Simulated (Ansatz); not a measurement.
# AgCl (Chlorargyrite) in Ansatz: the effect of functional

Crystal: AgCl (Chlorargyrite).

```
CELL_PARAMETERS angstrom
0.00000 2.73500 2.73500
2.73500 0.00000 2.73500
2.73500 2.73500 0.00000
ATOMIC_POSITIONS crystal
Ag 0.00000 0.00000 0.00000
Cl 0.50000 0.50000 0.50000
```

Alike in all runs:

| Item | Value |
| --- | --- |
| Program | Ansatz 0.2.0 |
| Task | single point |
| Potentials or basis | all-electron PAW datasets made for the crystal |
| k mesh | 6 × 6 × 6 |
| Occupations | fermi-dirac, width 0.05 eV |
| Spin | no spin polarisation |

One run gave: gap on the mesh 0.91 eV. Which functional did it use?
A. PBE0
B. HSE06
C. PBE

C.

```tsv
functional	cutoff	gap on the mesh (eV)
PBE	260 eV	0.91
HSE06	290 eV	2.40
PBE0	290 eV	3.10
```

A k mesh can miss the band edges.

Not every run made on this cell is shown here.
